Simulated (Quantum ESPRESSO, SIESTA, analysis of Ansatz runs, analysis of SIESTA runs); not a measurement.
# Levels of V_I in KI (Fm-3m), rung by rung (SIESTA)

We place the charge-transition levels of V_I in KI (Fm-3m) with atom-centred orbitals, then repeat the energies at other levels of method to see what holds. Model: a cell of 54 host atoms with 1 I taken out.

Program: SIESTA 5.4.2. Level of theory: SIESTA numerical-orbital DFT, PBEsol, DZP basis, PseudoDojo 0.4.1 potentials converted to PSML; charged supercells in a uniform background, point-charge correction with alignment at far sites. Results are calculated unless marked as measured.

This is a report of a sequence of runs, with most program output left out.

### Step 1. Set-up

The cell holds 53 atoms: 27 K and 26 I. Its edges and angles: a = 15.029 Å, b = 15.029 Å, c = 15.029 Å, α = 60.0°, β = 60.0°, γ = 60.0°. It derives from KI (space group Fm-3m). Nearest the centre at fractional (0.500, 0.499, 0.499): K44 at 3.54 Å, K28 at 3.54 Å, K50 at 3.55 Å, K32 at 3.55 Å, K34 at 3.55 Å, K46 at 3.55 Å, I10 at 5.00 Å, I26 at 5.00 Å.

Coordinates:

```xyz
53
Lattice="0.0000 10.6273 10.6273 10.6273 0.0000 10.6273 10.6273 10.6273 0.0000" Properties=species:S:1:pos:R:3 pbc="T T T"
K     0.0135   -0.0017    0.0120
I     3.5508    3.5451    3.5518
K     3.5554    3.5572    0.0158
I     7.0755    7.0757    3.5326
K     7.0962    7.0971   -0.0088
I    10.6282   10.6302    3.5510
K     3.5397   -0.0011    3.5397
I     7.1145    3.5415    7.0820
K     7.0915    3.5358    3.5418
I    10.6228    7.0857    7.0865
K    10.6142    7.0795    3.5526
I    14.1744   10.6332    7.0852
K     7.0910    0.0051    7.0866
I    10.6448    3.5347   10.6383
K    10.6502    3.5343    7.1061
I    14.1728    7.1011   10.6261
K    14.1619    7.0935    7.0823
I    17.7173   10.6309   10.6261
K     0.0016    3.5503    3.5533
I     3.5373    7.0823    7.0750
K     3.5333    7.0912    3.5385
I     7.0741   10.6178    7.0722
K     7.0839   10.6205    3.5324
I    10.6361   14.1756    7.1005
K     3.5625    3.5422    7.0892
I     7.0802    7.0766   10.6240
K     7.0827    7.0763    7.0813
K    10.6250   10.6338    7.0859
I    14.1639   14.1725   10.6241
K     7.0901    3.5400   10.6218
I    10.6153    7.0833   14.1696
K    10.6219    7.0726   10.6245
I    14.1649   10.6330   14.1533
K    14.1609   10.6382   10.6201
I    17.7074   14.1683   14.1598
K    -0.0051    7.0782    7.0944
I     3.5473   10.6357   10.6165
K     3.5307   10.6270    7.0662
I     7.0911   14.1765   10.6244
K     7.0894   14.1685    7.0763
I    10.6350   17.7142   10.6412
K     3.5457    7.0884   10.6164
I     7.0777   10.6261   14.1659
K     7.0768   10.6234   10.6176
I    10.6271   14.1564   14.1937
K    10.6216   14.1688   10.6488
I    14.1527   17.7119   14.1607
K     7.0708    7.0849   14.1635
I    10.6260   10.6162   17.7214
K    10.6191   10.6161   14.1690
I    14.1805   14.1761   17.7205
K    14.1676   14.1727   14.1699
I    17.7071   17.7159   17.7055
```

The host's dielectric constants go in as inputs: 2.96 for the electrons alone, 5.51 with the ions, from a response run on this crystal (DFPT, PBEsol, Quantum ESPRESSO) at that run's own cell.

The cell's shortest repeat is 15.0 Å.

The primitive cell was relaxed at this level beforehand, to 88.91 Å³.

The defect-free supercell was relaxed beforehand, from displaced atoms: they ended at most 0.03 Å from the sites they started about, and the defects are built on those positions.

### Step 2. Band edges

Levels are counted from the valence top, which comes from the defect-free supercell, 2×2×2 Γ-centred mesh; the energy of the host comes from the defect-free supercell at the defects' own k-points, so that the host's part of the sampling error cancels.

Input file host.fdf:

```
SystemName                      KI
SystemLabel                     host
NumberOfSpecies                 2
NumberOfAtoms                   54
%block ChemicalSpeciesLabel
  1   19 K
  2   53 I
%endblock ChemicalSpeciesLabel
LatticeConstant                 1.0 Ang
%block LatticeVectors
     0.000000000    10.627308000    10.627308000
    10.627308000     0.000000000    10.627308000
    10.627308000    10.627308000     0.000000000
%endblock LatticeVectors
AtomicCoordinatesFormat         Fractional
%block AtomicCoordinatesAndAtomicSpecies
    -0.000150123     0.001283358    -0.000011350  1
     0.166841321     0.167377020     0.166742874  2
     0.000828724     0.000654930     0.333894988  1
     0.166213504     0.166197982     0.499591325  2
[... 44 atom lines left out ...]
     0.667035584     0.665714087    -0.000369578  1
     0.833306808     0.834230846     0.165643631  2
     0.666492785     0.666774515     0.332455960  1
     0.833519185     0.833927758     0.500415804  2
     0.666916363     0.666434871     0.666699542  1
     0.833435768     0.832604705     0.833584703  2
%endblock AtomicCoordinatesAndAtomicSpecies
%block kgrid.MonkhorstPack
    2   0   0  0.00
    0   2   0  0.00
    0   0   2  0.00
%endblock kgrid.MonkhorstPack
XC.Functional                   GGA
XC.Authors                      PBEsol
PAO.BasisSize                   DZP
PAO.EnergyShift                 0.005 Ry
Mesh.Cutoff                     300 Ry
OccupationFunction              FD
ElectronicTemperature           0.01 eV
MaxSCFIterations                150
SCF.MustConverge                true
SCF.Mixer.Method                Pulay
SCF.Mixer.Weight                0.2
SCF.Mixer.History               10
SCF.DM.Tolerance                1.0e-4
SCF.H.Tolerance                 1.0e-3 eV
WriteForces                     true
Charge.Mulliken                 end
```

Started as:

```console
$ OMP_NUM_THREADS=1 siesta host.fdf > host.out
```

The job ended after 2.7 min (1 MPI rank of Arm Neoverse V2, shared host; peak memory 1.1 GiB).

The gap at this level is 3.78 eV.

Test of the sampling: at one point at (¼, ¼, ¼) the host's energy lies 2 meV an atom above its value on the Γ-centred 2×2×2 mesh of the supercell, close enough for the relaxations.

### Step 3. Relaxing each charge state

Each state starts from the atoms near the defect displaced at random, so that no symmetry of the ideal site is imposed. An odd electron count needs spin polarisation, and the total moment is held fixed to keep the state apart from its neighbours in spin. Basis functions without a nucleus stand at the vacant site, for electrons that may collect there. Charge 0 is shown in full.

Input file defect.fdf:

```
SystemName                      K27I26
SystemLabel                     defect
NumberOfSpecies                 3
NumberOfAtoms                   54
%block ChemicalSpeciesLabel
  1   19 K
  2   53 I
  3  -53 I_ghost
%endblock ChemicalSpeciesLabel
LatticeConstant                 1.0 Ang
%block LatticeVectors
     0.000000000    10.627308000    10.627308000
    10.627308000     0.000000000    10.627308000
    10.627308000    10.627308000     0.000000000
%endblock LatticeVectors
AtomicCoordinatesFormat         Fractional
%block AtomicCoordinatesAndAtomicSpecies
    -0.000150123     0.001283358    -0.000011350  1
     0.166841321     0.167377020     0.166742874  2
     0.000828724     0.000654930     0.333894988  1
     0.166213504     0.166197982     0.499591325  2
    -0.000373133    -0.000459228     0.668194276  1
     0.167161816     0.166979553     0.833107301  2
    -0.000048356     0.333126521    -0.000053741  1
     0.165093512     0.501303777     0.168153344  2
    -0.000656083     0.333927994     0.333360469  1
     0.166993570     0.499826121     0.499751102  2
     0.000846743     0.333445369     0.665318101  1
     0.166741107     0.499958798     0.833815852  2
     0.000035484     0.666794370     0.000448832  1
     0.165996516     0.835035753     0.166610197  2
    -0.000461678     0.669129062     0.333027741  1
     0.167230648     0.832659093     0.500962086  2
     0.000649516     0.665770545     0.666825538  1
     0.166539974     0.833349108     0.833800468  2
     0.334138862     0.000214696    -0.000065362  1
     0.499654108     0.166081771     0.166768092  2
     0.333877037    -0.000914235     0.333385734  1
     0.499463938     0.166005647     0.499644960  2
     0.332582024    -0.000193874     0.666772938  1
     0.500593857     0.167539525     0.833286556  2
     0.332581083     0.334492012     0.000729007  1
     0.499677256     0.500010928     0.166212260  2
     0.332861163     0.333465365     0.333000218  1
     0.336772835     0.333907965     0.663322060  1
     0.500252472     0.499443899     0.833336804  2
     0.332708067     0.666769246     0.000391809  1
     0.500485175     0.832834067     0.166032252  2
     0.329392189     0.669405001     0.334334163  1
     0.499718894     0.832063458     0.500816611  2
     0.331035221     0.665037297     0.666680202  1
     0.499692076     0.832703224     0.833509801  2
     0.667041512     0.000522958    -0.001001159  1
     0.832991911     0.165986592     0.167800668  2
     0.666328914    -0.001415162     0.333646430  1
     0.833222967     0.166505585     0.500746932  2
     0.665989976    -0.000131300     0.667223946  1
     0.833721165     0.167590385     0.833136988  2
     0.666167302     0.332802826     0.000834913  1
     0.833433039     0.499541901     0.166450749  2
     0.662727223     0.332478551     0.335889104  1
     0.833845044     0.501743258     0.498232843  2
     0.665055164     0.336714678     0.663557588  1
     0.833695194     0.498785642     0.832942113  2
     0.667035584     0.665714087    -0.000369578  1
     0.833306808     0.834230846     0.165643631  2
     0.667870466     0.666466294     0.328793065  1
     0.833519185     0.833927758     0.500415804  2
     0.666916363     0.666434871     0.666699542  1
     0.833435768     0.832604705     0.833584703  2
     0.500185334     0.499480832     0.499067909  3
%endblock AtomicCoordinatesAndAtomicSpecies
%block kgrid.MonkhorstPack
    1   0   0  0.25
    0   1   0  0.25
    0   0   1  0.25
%endblock kgrid.MonkhorstPack
XC.Functional                   GGA
XC.Authors                      PBEsol
PAO.BasisSize                   DZP
PAO.EnergyShift                 0.005 Ry
Mesh.Cutoff                     300 Ry
Spin                            polarized
%block DM.InitSpin
    28   0.200
    32   0.200
    34   0.200
    44   0.200
    50   0.200
%endblock DM.InitSpin
Spin.Fix                        true
Spin.Total                      1.0
OccupationFunction              FD
ElectronicTemperature           0.01 eV
MaxSCFIterations                150
SCF.MustConverge                true
SCF.Mixer.Method                Pulay
SCF.Mixer.Weight                0.1
SCF.Mixer.History               10
SCF.DM.Tolerance                3.0e-4
SCF.H.Tolerance                 3.0e-3 eV
WriteForces                     true
Charge.Mulliken                 end
SaveRho                         true
SaveElectrostaticPotential      true
Charge.Hirshfeld                end
Charge.Voronoi                  end
MD.TypeOfRun                    Broyden
MD.Steps                        90
MD.MaxForceTol                  0.04 eV/Ang
MD.MaxDispl                     0.15 Ang
WriteCoorStep                   true
AtomCoorFormatOut               Fractional
%block Geometry.Constraints
  atom [54]
%endblock Geometry.Constraints
```

Started as:

```console
$ OMP_NUM_THREADS=1 siesta defect.fdf > defect.out
```

It took 7.3 min on 1 MPI rank; peak memory 1.2 GiB.

The steps and moves of this run count from the displaced start.

Step by step:

```
step  energy less that of the first step (eV)  largest force (eV/Å)
   0                                   0.0000                0.0836
   1                                  -0.0010                0.0799
   2                                  -0.0112                0.0222
```

The atoms that moved most (Å):

```
atom      dx      dy      dz  length
 K50   0.028   0.019  -0.005   0.034
 K34   0.005   0.023   0.025   0.034
 K32  -0.028   0.012   0.009   0.031
 K44  -0.005   0.007   0.028   0.029
 K28   0.017   0.002  -0.014   0.022
 I26   0.019   0.006  -0.003   0.020
 I33  -0.016  -0.003  -0.010   0.019
 K46   0.000   0.017   0.000   0.017
```

Neighbours of the ideal centre at the end:

```
atom  distance (Å)
 K28         3.510
 K44         3.514
 K46         3.517
 K34         3.546
 K50         3.552
 K32         3.554
 I26         4.985
 I33         4.990
 I39         4.992
 I10         4.993
 I24         4.995
 I43         4.996
 I31         5.003
 I45         5.012
 I22         5.012
 I16         5.013
```

Energies on the run's own zero. States near gap, by row:

```
spin  k  band  energy (eV)  filled by count
  up  0   209       -6.692                1
  up  0   210       -6.691                1
  up  0   211       -6.588                1
  up  0   212       -6.588                1
  up  0   213       -3.399                1
  up  0   214       -2.367                0
  up  0   215       -1.699                0
  up  0   216       -1.544                0
  up  0   217       -1.541                0
down  0   208       -6.691                1
down  0   209       -6.691                1
down  0   210       -6.689                1
down  0   211       -6.586                1
down  0   212       -6.586                1
down  0   213       -2.922                0
down  0   214       -2.168                0
down  0   215       -1.609                0
down  0   216       -1.388                0
```

Spin density in the ac plane at fractional y = 0.499, through the centre, with atoms of I within 0.45 Å of it.

Ten even steps from '0' (-0.03 × 1e-2 e/Å³) to '9' (1.67 × 1e-2 e/Å³), each cell a mean:
```
000000000000000000000000000000000000000000
000000000000000000000000000000000000000000
000000000000000000000000000000000000000000
000000000000000000000000000000000000000000
000000000000000000001000000000000000000000
000000000000000000000000000000000000000000
000000000000011111110000000000000000000000
000000000000112233322110000000000000000000
000000000001223455554332110000000000000000
000000000001234567777654321100000000000000
000000000000124578899887542110000000000000
000000000100113467899998764310001000000000
000000000100012346789999875421000100000000
000000000000001134567888876432100000000000
000000000000000112345667665432110000000000
000000000000000001122344444322110000000000
000000000000000000000112222211000000000000
000000000000000000000000111110000000000000
000000000000000000001100000000000000000000
000000000000000000000000000000000000000000
000000000000000000000000000000000000000000
000000000000000000000000000000000000000000
000000000000000000000000000000000000000000
000000000000000000000000000000000000000000
```
Columns run along a (15.0 Å), rows up along c (15.0 Å). Atoms in or near the plane, at fractional coordinates: I at (0.17, 0.17), I at (0.17, 0.50), I at (0.17, 0.83), I at (0.50, 0.17), I at (0.50, 0.83), I at (0.83, 0.17), I at (0.83, 0.50), I at (0.83, 0.83).

Electrostatic potential energy in the ac plane at fractional y = 0.499, through the centre, with atoms of I within 0.45 Å of it. With pseudopotentials it is smooth inside the atoms' cores, unlike the true potential.

Ten even steps from '0' (-79 eV) to '9' (-1 eV), each cell a mean:
```
999999999999999999999999999999999999999999
999999999999999999999999999999999999999999
999974468999999998754689999999997546899999
999972002699999999620026999999996200269999
999996200379999999962004799999999620047999
999999876789999999998767899999999987678999
999999999999999999999999999999999999999999
999999999999999999999999999999999999999999
999999999999999999999999999999999999999999
999999999999999999999999999999999999999999
999975468999999999999999999999997546899999
999972002699999999999999999999996200279999
999996200379999999999999999999999620047999
999999876789999999999999999999999987678999
999999999999999999999999999999999999999999
999999999999999999999999999999999999999999
999999999999999999999999999999999999999999
999999999999999999999999999999999999999999
999874458999999998744689999999987446899999
999961002699999999620026999999996200279999
999996200489999999962004799999999620048999
999999876789999999998767899999999987678999
999999999999999999999999999999999999999999
999999999999999999999999999999999999999999
```
Columns run along a (15.0 Å; values clipped at the 3rd and 97th percentile), rows up along c (15.0 Å). Atoms in or near the plane, at fractional coordinates: I at (0.17, 0.17), I at (0.17, 0.50), I at (0.17, 0.83), I at (0.50, 0.17), I at (0.50, 0.83), I at (0.83, 0.17), I at (0.83, 0.50), I at (0.83, 0.83).

The states that were run, at one point at (¼, ¼, ¼), on 1 MPI rank of Arm Neoverse V2, shared host:

```
charge  moment (μB)    outcome  structures computed  largest displacement of a host atom from its site (Å)  lowest empty less highest filled level (eV)     time
     0            1  converged                    3                                                   0.03                                         0.48  7.3 min
    −1            0  converged                    5                                                   0.16                                         0.80  7.7 min
    +1            0  converged                    7                                                   0.22                                         3.66   11 min
```

Against the host's sites the lattice moves most at charge +1 (0.22 Å); the smallest move among the states is 0.03 Å.

### Step 4. Corrections and levels

A charged cell interacts with its images and the background. The point-charge term, screened by the static dielectric constant, takes that out, and the potential far from the defect is aligned with the host's. Chemical potentials: I (solid I2 (Cmce)) and K (bcc), run alike.

By state, in eV; the first energy still holds the atoms taken out or put in:

```
charge  moment (μB)  energy over the host, electrons at the valence top  point-charge term  potential shift at far sites  its spread  correction
    −1            0                                             359.026              0.282                         0.072       0.010       0.210
     0            1                                             355.437              0.000                             -           -       0.000
    +1            0                                             352.099              0.282                         0.025       0.031       0.306
```

Potentials at atomic sites for charge −1, some of the atoms; distances and the model charge refer to the site on which the defect was built:

```
atom  distance from that site (Å)  potential less the host's (eV)  point-charge model (eV)
 K44                        3.383                           0.077                    0.234
 K34                        3.417                           0.072                    0.227
 I10                        5.039                           0.006                    0.015
 I12                        5.054                           0.011                    0.013
 K48                        6.113                          -0.019                   -0.050
 K52                        6.139                          -0.027                   -0.051
 I49                        7.080                          -0.015                   -0.095
 K30                        7.909                          -0.011                   -0.090
  K7                        7.917                          -0.008                   -0.089
  I8                        8.661                          -0.021                   -0.095
  I4                        8.669                          -0.036                   -0.095
```

Over the charge states the far sites scatter by a standard deviation of up to 0.03 eV about the model once its mean shift is taken off, which is the uncertainty of the alignment.

Limit set by the element alone; other compounds of these elements are not counted. Chemical potentials from the elements' reference states: I 0.00 eV, K -2.99 eV. Formation energies (I-rich), with the Fermi level at the valence top and at the conduction bottom (gap 3.78 eV):

```
charge  at valence top (eV)  at conduction bottom (eV)  correction included (eV)
    +1                 0.33                       4.11                      0.31
     0                 3.36                       3.36                      0.00
    −1                 7.16                       3.38                      0.21
```

(Fermi level (eV), lowest formation energy (eV)): (0.00, 0.33), (0.34, 0.67), (0.69, 1.02), (1.03, 1.36), (1.37, 1.71), (1.72, 2.05), (2.06, 2.40), (2.41, 2.74), (2.75, 3.08), (3.10, 3.36), (3.44, 3.36), (3.78, 3.36)

Limit set by the element alone; other compounds of these elements are not counted. Chemical potentials from the elements' reference states: K 0.00 eV, I -2.99 eV. Formation energy by charge state (K-rich; gap 3.78 eV):

```
charge  at valence top (eV)  at conduction bottom (eV)  correction included (eV)
    +1                -2.66                       1.13                      0.31
     0                 0.38                       0.38                      0.00
    −1                 4.18                       0.39                      0.21
```

| Fermi level (eV) | lowest formation energy (eV) |
| --- | --- |
| 0.00 | -2.66 |
| 0.34 | -2.31 |
| 0.69 | -1.97 |
| 1.03 | -1.62 |
| 1.37 | -1.28 |
| 1.72 | -0.94 |
| 2.06 | -0.59 |
| 2.41 | -0.25 |
| 2.75 | 0.10 |
| 3.10 | 0.38 |
| 3.44 | 0.38 |
| 3.78 | 0.38 |

So at this level: (+1/0) at 3.03 eV (3.34 without the correction) and (0/−1) at 3.80 eV (3.59 without the correction), in a gap of 3.78 eV. (0/−1) lies outside the gap, so the charge beyond is not the lowest at any Fermi level in the gap, within the error of the correction.

[end of part 1 of 3]

[Logs are printed without paths, hosts, clocks, repeated set-up lines and the standing remarks that a program may print on its own settings, such as how far it seeks lower states.]

[Hosts, paths, dates, database ids (printed as entryN), source tags and the programs' standing remarks are cut or masked in the printed files.]

[For some hosts the program warned that the k-mesh of the response run may be too coarse for force constants and the static dielectric constant; such warnings are not shown here.]

[Charge tables in the logs are Mulliken or Hirshfeld populations, whose sizes and signs can differ; where basis functions stand at a vacancy, SIESTA counts their charge against the missing atom's valence.]

[In relaxation paths of CP2K, step 0 can be the structure after the first move, since the trajectory file begins there, and the last row can be the final structure solved once more.]
